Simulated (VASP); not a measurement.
**Pt: relaxation of the atoms with PBE+rVV10+U**

Pt:

```
Pt
1.0
    -0.00038    1.97479    1.95850
     1.95229    0.00204    1.95608
     1.95325    1.97333    0.00108
Pt
1
Direct
  0.99512 0.00589 0.99745
```

The cell isn't the ideal one: cell strained at random at fixed volume.

```yaml
Program: VASP 6.6.1
Task: relaxation of the atoms
Functional: PBE
Dispersion: rVV10
Potentials_or_basis: VASP PAW PBE potentials, release 64 (Pt)
Cutoff: 520 eV
k_mesh: 12 × 12 × 12
Occupations: gaussian, width 0.05 eV
Spin: no spin polarisation
Hubbard_terms: Pt d U = 4 eV, J = 1.0 eV
LDAUTYPE: 2
Hund's_J: 1
Further_INCAR_settings: ALGO = Normal; EDIFF = 1e-06; IBRION = 2; EDIFFG = -0.01; NSW = 40
```

The pressure after relaxing is -2.0 GPa. The band gap on the k mesh is none (metal or under the smearing width).

Stress tensor (GPa, compression positive):
```
-2.03 -0.01  0.03
-0.01 -2.17 -0.04
 0.03 -0.04 -1.93
```

Final structure:
```
Pt
1.0
    -0.00038    1.97479    1.95850
     1.95229    0.00204    1.95608
     1.95325    1.97333    0.00108
Pt
1
Direct
  0.99512 0.00589 0.99745
```

Levels at points of the mesh, in eV from the Fermi level:
| k point | band 1 | band 2 | band 3 | band 4 | band 5 | band 6 | band 7 | band 8 | band 9 |
| --- | --- | --- | --- | --- | --- | --- | --- | --- | --- |
| (0.00, 0.00, 0.00) | -9.45 | -3.86 | -3.77 | -3.75 | -1.93 | -1.82 | 15.40 | 20.20 | 20.46 |
| (0.50, 0.00, 0.00) | -7.12 | -4.05 | -3.96 | -0.07 | 0.00 | 0.27 | 6.28 | 14.96 | 19.70 |
| (0.00, 0.50, 0.00) | -7.12 | -4.06 | -3.96 | -0.05 | 0.01 | 0.30 | 6.32 | 14.94 | 19.66 |
| (0.50, 0.50, 0.00) | -7.20 | -6.65 | -0.22 | 0.46 | 0.59 | 2.59 | 9.40 | 12.10 | 12.17 |
| (0.00, 0.00, 0.50) | -7.12 | -4.06 | -3.95 | -0.05 | 0.00 | 0.29 | 6.30 | 14.95 | 19.67 |
| (0.50, 0.00, 0.50) | -7.20 | -6.63 | -0.22 | 0.50 | 0.52 | 2.44 | 9.19 | 12.27 | 12.30 |
| (0.00, 0.50, 0.50) | -7.20 | -6.65 | -0.22 | 0.48 | 0.58 | 2.63 | 9.45 | 12.05 | 12.14 |
| (0.50, 0.50, 0.50) | -7.12 | -4.04 | -3.97 | -0.07 | 0.01 | 0.28 | 6.29 | 14.95 | 19.71 |

Eigenvalues of the final occupation matrices:
| site | spin | trace | eigenvalues |
| --- | --- | --- | --- |
| site 1 d | 1 | 4.17 | 0.79 0.80 0.80 0.88 0.89 |
| site 1 d | 2 | 4.17 | 0.79 0.80 0.80 0.88 0.89 |

It took 2.2 min on 1 thread of Intel(R) Xeon(R) Platinum 8375C CPU @ 2.90GHz (Ice Lake), on a shared host, peak memory 0.32 GiB.

Caveat: the relaxation stopped at its first step, so nothing moved; U without spin polarisation on a metal has little footing; the U is typed as a test and isn't derived for this compound. The run has no spin-orbit coupling, so splittings on Pt are missing.
